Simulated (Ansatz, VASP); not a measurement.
## Fe (Fe wire along [100], 16 atoms a period): VASP beside Ansatz

One calculation is typed for both programs; each brings its own data sets. How far apart do they land? The structure shown is the start of the Ansatz relaxation below; VASP solves that cell, so the two are compared at the walk's first step.

Method: plane waves, with VASP 6.6.1 beside it; single point at PBE, in Ansatz 0.2.0.

## (1) Set-up

The cell holds 16 atoms: 16 Fe. Cell: a = 15.290 Å, b = 15.290 Å, c = 2.830 Å, α = 90.0°, β = 90.0°, γ = 90.0°. Vacuum lies along a and b. The structure's axis is c.

## (2) Ansatz: relaxation, PBE

Ansatz runs on its PAW soft_1 files.

The two programs are compared at the cell with which this relaxation starts, whose forces are those of its first step.

Input file input.yaml:

```yaml
crystal:
  lattice:
    - [15.29, 0.0, 0.0]
    - [0.0, 15.29, 0.0]
    - [0.0, 0.0, 2.83]
  atoms:
    - { symbol: Fe, position: [0.22236756, 0.5, 0.0], spin: 2.4 }
    - { symbol: Fe, position: [0.407455853, 0.314911707, 0.0], spin: 2.4 }
    - { symbol: Fe, position: [0.407455853, 0.5, 0.0], spin: 2.4 }
    - { symbol: Fe, position: [0.407455853, 0.685088293, 0.0], spin: 2.4 }
    - { symbol: Fe, position: [0.592544147, 0.314911707, 0.0], spin: 2.4 }
    - { symbol: Fe, position: [0.592544147, 0.5, 0.0], spin: 2.4 }
    - { symbol: Fe, position: [0.592544147, 0.685088293, 0.0], spin: 2.4 }
    - { symbol: Fe, position: [0.77763244, 0.5, 0.0], spin: 2.4 }
    - { symbol: Fe, position: [0.314911707, 0.407455853, 0.5], spin: 2.4 }
    - { symbol: Fe, position: [0.314911707, 0.592544147, 0.5], spin: 2.4 }
    - { symbol: Fe, position: [0.5, 0.22236756, 0.5], spin: 2.4 }
    - { symbol: Fe, position: [0.5, 0.407455853, 0.5], spin: 2.4 }
    - { symbol: Fe, position: [0.5, 0.592544147, 0.5], spin: 2.4 }
    - { symbol: Fe, position: [0.5, 0.77763244, 0.5], spin: 2.4 }
    - { symbol: Fe, position: [0.685088293, 0.407455853, 0.5], spin: 2.4 }
    - { symbol: Fe, position: [0.685088293, 0.592544147, 0.5], spin: 2.4 }
magnetization:
  spin_polarized: true
kpoints:
  mp_grid: { grid: [1, 1, 29] }
scf:
  occupations: { method: fermi_dirac, width: 0.05 }
hamiltonian:
  xc: pbe
  pseudopotentials: { kind: paw, azcp: { folder: soft_1 } }
relax:
  cell: { fix: [a, b, alpha, beta, gamma] }
  max_steps: 45
  f_tol: 0.03
```

On the command line:

```console
> ansatz run input.yaml --threads 4 --pin off --max-ram 16384MiB --backend cpu --events-out ev --progress --plain --runs-dir out
```

Numbers of over 12 decimals in the logs are rounded to 6 here.

What it wrote:

```text
Engine: ansatz 0.2.0, x86_64-unknown-linux-gnu
Pseudopotentials: kind: paw
Pseudopotential: Fe, paw, valence charge 16, recommended cutoff 420 eV (normal), soft_1/Fe.paw.azcp
Functional definition: PBE
  parameter kappa = 0.804
  parameter beta = 0.066725
  exchange = pbe_x(kappa = kappa, mu = beta*pi^2/3)
  correlation = pbe_c(beta = beta)
Crystal: 16 atoms, lattice volume = 661.609 Å³
Basis set: ecut = 420 eV, 12941 PW (Γ), exchange–correlation on 216×216×40 points (8 copies of the dense FFT grid, shifted against one another)
Bands: 177, of which v1, the nominal top of the filled ones, is band 128 counted from 1 (127 counted from 0)
Symmetry: 16 space group operations
Space group: P42/mmc (ITA 131), of the structure as read, at distance tolerance 8.7e-5 Å
Magnetic group: BNS 131.435 (UNI 1095), of the structure as read, at distance tolerance 8.7e-5 Å
k-points: 15 of 29
Non-local potential: Fe, projectors of the file, l = 0: 3, l = 1: 2, l = 2: 3, l = 3: 1
PAW form: soft (Blöchl's): semilocal exchange-correlation on the pseudo side does not see the compensation charge
PAW one-centre angular grid: Fe, 590 points (default); XC on 64 Gauss nodes
Initial density: superposition of atomic densities (neutral atoms: chi_scale 0, normalization atom)
Starting moments: Σ|m| = 38.4 μB on 16 of 16 sites
Initial wavefunctions: pseudopotential atomic-orbital guess
Functional: x = pbe(κ = 0.804, μ = 0.219515), c = pbe(β = 0.066725)
SCF iter   1: F=—  HF=-71669.806076 eV  |F-HF|=—  |Δ(HF+E_count)|=         —  Δρ=3.82e-2 (↑1.63e-2 ↓3.82e-2)  dr2=4.79e1  dr2_m=3.06e0  M=39.160 μB ∫|m|=39.510 μB  β_m=0.30  ethr=3.10e-3  ⟨swp⟩=8.3  Hψ=25244  notcnv=0  defer=262
Mixer restart at iter 1: flushing history
preconditioner: auto → LDOS  [metal: Δε(μ)=0.010 eV  Ē_g=5.788 eV  σ=0.050 eV  W_gap=0.05  n_scr=118 (ndim 8)  ℏωp=16.3 eV  f_vac=0.599  D(μ)=20.46/eV (n_scr^D=118)]
spin=Collinear: LDOS preconditioning applied to the charge; magnetization (m = ρ↑ − ρ↓) channel mixes plain (no charge-response kernel on spin).
SCF iter   2: F=—  HF=-71664.720219 eV  |F-HF|=—  |Δ(HF+E_count)|=    5.09e0  Δρ=2.34e-2 (↑2.34e-2 ↓2.17e-2)  dr2=8.75e0  dr2_m=2.57e0  M=40.203 μB ∫|m|=40.772 μB  β_m=0.38  ethr=3.10e-3  ⟨swp⟩=3.1  Hψ=9666  notcnv=0  defer=639
SCF iter   3: F=—  HF=-71671.074067 eV  |F-HF|=—  |Δ(HF+E_count)|=    6.35e0  Δρ=1.39e-2 (↑1.04e-2 ↓1.39e-2)  dr2=4.41e-1  dr2_m=8.33e-1  M=40.552 μB ∫|m|=41.422 μB  β_m=0.46  ethr=3.10e-3  ⟨swp⟩=2.8  Hψ=8860  notcnv=0  defer=638
SCF iter   4: F=—  HF=-71673.719060 eV  |F-HF|=—  |Δ(HF+E_count)|=    2.64e0  Δρ=8.50e-3 (↑8.50e-3 ↓6.43e-3)  dr2=1.29e-1  dr2_m=3.19e-1  M=41.205 μB ∫|m|=42.390 μB  β_m=0.73  ethr=1.72e-4  ⟨swp⟩=3.6  Hψ=10204  notcnv=0  defer=638
SCF iter   5: F=—  HF=-71674.689179 eV  |F-HF|=—  |Δ(HF+E_count)|=         —  Δρ=7.00e-3 (↑7.00e-3 ↓5.33e-3)  dr2=2.05e-1  dr2_m=2.04e-1  M=42.883 μB ∫|m|=44.432 μB  β_m=0.73  ethr=5.05e-5  ⟨swp⟩=3.1  Hψ=11139  notcnv=0  defer=633
SCF iter   6: F=—  HF=-71674.603918 eV  |F-HF|=—  |Δ(HF+E_count)|=   8.53e-2  Δρ=1.84e-3 (↑1.84e-3 ↓1.70e-3)  dr2=2.80e-2  dr2_m=1.23e-2  M=42.971 μB ∫|m|=44.648 μB  β_m=0.77  ethr=5.05e-5  ⟨swp⟩=2.1  Hψ=8361  notcnv=0  defer=625
SCF iter   7: F=—  HF=-71674.662636 eV  |F-HF|=—  |Δ(HF+E_count)|=   5.87e-2  Δρ=1.71e-3 (↑1.71e-3 ↓9.08e-4)  dr2=1.14e-2  dr2_m=8.33e-3  M=43.037 μB ∫|m|=44.650 μB  β_m=0.68  ethr=1.09e-5  ⟨swp⟩=2.2  Hψ=9929  notcnv=0  defer=625
SCF iter   8: F=—  HF=-71674.657756 eV  |F-HF|=—  |Δ(HF+E_count)|=   4.88e-3  Δρ=6.67e-4 (↑1.91e-4 ↓6.67e-4)  dr2=2.75e-3  dr2_m=7.74e-4  M=43.062 μB ∫|m|=44.688 μB  β_m=0.68  ethr=4.45e-6  ⟨swp⟩=3.0  Hψ=10943  notcnv=0  defer=626
SCF iter   9: F=—  HF=-71674.658008 eV  |F-HF|=—  |Δ(HF+E_count)|=   2.51e-4  Δρ=1.27e-4 (↑1.27e-4 ↓1.04e-4)  dr2=3.14e-4  dr2_m=4.57e-5  M=43.101 μB ∫|m|=44.734 μB  β_m=0.76  ethr=1.07e-6  ⟨swp⟩=2.0  Hψ=7008  notcnv=0  defer=626
[...]
SCF 4 converged in 8 iterations: F = -71674.905750 eV  dr2 = 3.21e-8
relax step   4: F+E_penalty+E_count = -71674.90574986 eV  Δ(F+E_penalty+E_count) = -1.550e-3 eV  max|allowed force component| = 1.617e-2 eV/Å  Δτ_max = 0.0054 Å  P = +0.005 GPa  Ω = 634.481 Å³  energy of the carried Pulay correction = +1.047e-2 eV  fix = [a, b, alpha, beta, gamma]  reactions: a +0.025, b +0.025 GPa  (8 SCF iters, dr2 threshold 2.74e-7 eV, accepted)
Initial wavefunctions: pseudopotential atomic-orbital guess (no wavefunctions were taken with the density)
[...]
preconditioner: auto → LDOS  [metal: Δε(μ)=0.008 eV  Ē_g=5.498 eV  σ=0.050 eV  W_gap=0.04  n_scr=44 (ndim 8)  ℏωp=16.7 eV  f_vac=0.615  D(μ)=16.89/eV (n_scr^D=88)]
spin=Collinear: LDOS preconditioning applied to the charge; magnetization (m = ρ↑ − ρ↓) channel mixes plain (no charge-response kernel on spin).
[...]
SCF iter   3: F=—  HF=-71674.894885 eV  |F-HF|=—  |Δ(HF+E_count)|=   1.25e-5  Δρ=2.35e-5 (↑2.35e-5 ↓1.17e-5)  dr2=5.24e-6  dr2_m=5.21e-7  M=42.684 μB ∫|m|=44.231 μB  β_m=0.54  ethr=2.29e-8  ⟨swp⟩=2.3  Hψ=7283  notcnv=0
[...]
SCF iter   7: F=—  HF=-71674.894891 eV  |F-HF|=—  |Δ(HF+E_count)|=   3.57e-8  Δρ=7.82e-7 (↑7.82e-7 ↓6.58e-7)  dr2=6.62e-9  dr2_m=1.64e-9  M=42.684 μB ∫|m|=44.231 μB  β_m=0.67  ethr=1.24e-11  ⟨swp⟩=2.5  Hψ=9078  notcnv=0
SCF iter   8: F=—  HF=-71674.894891 eV  |F-HF|=—  |Δ(HF+E_count)|=   1.87e-7  Δρ=5.31e-7 (↑5.31e-7 ↓2.57e-7)  dr2=2.67e-9  dr2_m=4.76e-10  M=42.684 μB ∫|m|=44.231 μB  β_m=0.70  ethr=2.59e-12  ⟨swp⟩=2.9  Hψ=8101  notcnv=0
SCF iter   9: F=—  HF=-71674.894891 eV  |F-HF|=—  |Δ(HF+E_count)|=  1.02e-10  Δρ=1.36e-7 (↑1.36e-7 ↓1.36e-7)  dr2=3.17e-10  dr2_m=5.73e-11  M=42.684 μB ∫|m|=44.231 μB  β_m=0.67  ethr=1.04e-12  ⟨swp⟩=2.0  Hψ=7335  notcnv=0
SCF iter  10: F=—  HF=-71674.894891 eV  |F-HF|=—  |Δ(HF+E_count)|=    0.00e0  Δρ=9.45e-8 (↑9.45e-8 ↓3.99e-8)  dr2=1.17e-10  dr2_m=1.42e-11  M=42.684 μB ∫|m|=44.231 μB  β_m=0.60  ethr=1.00e-12  ⟨swp⟩=2.3  Hψ=6827  notcnv=0
SCF iter  11: F=—  HF=-71674.894891 eV  |F-HF|=—  |Δ(HF+E_count)|=  1.46e-10  Δρ=5.86e-8 (↑5.86e-8 ↓2.04e-8)  dr2=1.81e-11  dr2_m=6.64e-12  M=42.684 μB ∫|m|=44.231 μB  β_m=0.59  ethr=1.00e-12  ⟨swp⟩=1.0  Hψ=5311  notcnv=0
SCF iter  12: F=-71674.894891 eV  HF=-71674.894891 eV  |F-HF|=2.91e-11  |Δ(HF+E_count)|=  1.75e-10  Δρ=5.82e-8 (↑1.23e-8 ↓5.82e-8)  dr2=4.94e-11  dr2_m=5.15e-12  M=42.684 μB ∫|m|=44.231 μB  ethr=1.00e-12  ⟨swp⟩=2.7  Hψ=13841  notcnv=0
SCF 5 converged in 12 iterations: F = -71674.894891 eV  dr2 = 4.94e-11
relax step   5: F+E_penalty+E_count = -71674.89489121 eV  Δ(F+E_penalty+E_count) = +1.086e-2 eV  max|allowed force component| = 1.701e-2 eV/Å  Δτ_max = 0.0000 Å  P = +0.012 GPa  Ω = 634.481 Å³  fix = [a, b, alpha, beta, gamma]  reactions: a +0.033, b +0.033 GPa  stress off target by 3.02e-2 GPa on what of the cell is left free  SCF on the basis re-selected at this cell (its energy is not comparable with the rows above)  (12 SCF iters)
basis re-selected at this cell: Δ(F+E_penalty+E_count) = +1.086e-2 eV, ΔP = +0.007 GPa vs the last step (what re-selecting the basis moved, of the pressure what is left beyond the Pulay correction that the steps carried, after the strain that the cell walked since its last selection, with what the two solves' SCF thresholds leave and, on support functions, any second-order correction that the steps lacked; it is no m [...]
SCF converged after 12 iterations
Magnetization: 42.6840 μB (149.3420 up, 106.6580 down)
Absolute magnetization: 44.2337 μB (∫|ρ↑−ρ↓|, with the PAW one-centre terms)
Spin contamination: 0.7512 ħ² per cell (⟨S²⟩ above its minimum at these occupations)
Per-site moments (μB) at R_I (Å): [(2.777921, 0.990515), (2.581411, 0.990515), (2.490204, 1.008207), (2.581411, 0.990515), (2.581411, 0.990515), (2.490204, 1.008207), (2.581411, 0.990515), (2.777921, 0.990515), (2.581411, 0.990515), (2.581411, 0.990515), (2.777921, 0.990515), (2.490204, 1.008207), (2.490204, 1.008207), (2.777921, 0.990515), (2.581411, 0.990515), (2.581411, 0.990515)]
Free energy (F): -71674.894891 eV
Harris-Foulkes:  -71674.894891 eV  (|F-HF|=2.91e-11)
Internal energy: -71674.756509 eV  (E = F + TS)
E sigma→0 (E₀):  -71674.825700 eV
Entropy (-TS):   -0.138382 eV (-8.649 meV/atom)
Fermi energy:    2.302942 eV
--- Per-component energies (eV) ---
  E_band       = -7513.298864
  E_kinetic    = 5270.816755
  E_local      = -239236.634114  (includes V_loc(G=0)·N_el)
  E_nonlocal   = 4679.603167
  E_hartree    = 114638.346513
  E_xc         = -1748.881384
  E_vxc        = -2244.559907  (∫ρ·V_xc dr)
  E_paw        = -22144.116069  (= ΣΔE_a)
  E_vpaw       = -5259.202674  (= ΣTr[D̂ρ^β])
  E_aug_tail   = -0.016064  (compensation charges beyond the density's cutoff)
  E_ewald      = 66866.124686
  E_smearing   = -0.138382  (= −TS)
  E_closure    = 0.000000  (closes the sum)
  Σ components = -71674.894891   (vs F -71674.894891, Δ=0.00e0)
--- Forces (eV/Å), atoms counted from 1 ---
  atom   1  Fe    -0.01700605    -0.00000000    -0.00000000
  atom   2  Fe    -0.00532414     0.00503673    -0.00000000
  atom   3  Fe     0.01477176     0.00000000     0.00000000
  atom   4  Fe    -0.00532414    -0.00503673    -0.00000000
  atom   5  Fe     0.00532414     0.00503673     0.00000000
  atom   6  Fe    -0.01477176    -0.00000000    -0.00000000
  atom   7  Fe     0.00532414    -0.00503673     0.00000000
  atom   8  Fe     0.01700605     0.00000000     0.00000000
  atom   9  Fe     0.00503673    -0.00532414     0.00000000
  atom  10  Fe     0.00503673     0.00532414     0.00000000
  atom  11  Fe    -0.00000000    -0.01700605    -0.00000000
  atom  12  Fe     0.00000000     0.01477176     0.00000000
  atom  13  Fe    -0.00000000    -0.01477176    -0.00000000
  atom  14  Fe     0.00000000     0.01700605     0.00000000
  atom  15  Fe    -0.00503673    -0.00532414    -0.00000000
  atom  16  Fe    -0.00503673     0.00532414    -0.00000000
  max |Σ_I F_I| component: 6.94e-18 eV/Å
--- Stress (GPa, compression-positive) ---
        0.033331       0.000000      -0.000000
        0.000000       0.033331       0.000000
       -0.000000       0.000000      -0.030206
  P = ⅓ Tr σ = 0.0122 GPa (0.122 kbar)
--- Relaxed structure (4 steps of the walk, 4 accepted, 1 SCFs on fresh bases) ---
  F+E_penalty+E_count = -71674.89489121 eV   max|allowed force component| = 1.701e-2 eV/Å   (the final SCF, on the basis selected at the relaxed cell)
  cell:  # Å, volume = 634.4807 Å³
    - [15.29, 0, 0]
    - [0, 15.29, 0]
    - [0, 0, 2.713960]
  atoms:
    - { symbol: Fe, position: [0.221775, 0.500000, 0] }
    - { symbol: Fe, position: [0.406051, 0.310999, 0] }
    - { symbol: Fe, position: [0.405073, 0.500000, 0] }
    - { symbol: Fe, position: [0.406051, 0.689001, 0] }
    - { symbol: Fe, position: [0.593949, 0.310999, 0] }
    - { symbol: Fe, position: [0.594927, 0.500000, 0] }
    - { symbol: Fe, position: [0.593949, 0.689001, 0] }
    - { symbol: Fe, position: [0.778225, 0.500000, 0] }
    - { symbol: Fe, position: [0.310999, 0.406051, 0.5] }
    - { symbol: Fe, position: [0.310999, 0.593949, 0.5] }
    - { symbol: Fe, position: [0.500000, 0.221775, 0.5] }
    - { symbol: Fe, position: [0.500000, 0.405073, 0.5] }
    - { symbol: Fe, position: [0.500000, 0.594927, 0.5] }
    - { symbol: Fe, position: [0.500000, 0.778225, 0.5] }
    - { symbol: Fe, position: [0.689001, 0.406051, 0.5] }
    - { symbol: Fe, position: [0.689001, 0.593949, 0.5] }
```

[end of part 1 of 2]

[Lines on the potential files, build, host, timing and source positions are cut from VASP's logs without a mark.]

[Logs are printed without paths, hosts, clocks, repeated set-up lines and the standing remarks that a program may print on its own settings, such as how far it seeks lower states.]

[Hosts, paths, dates, database ids (printed as entryN), source tags and the programs' standing remarks are cut or masked in the printed files.]
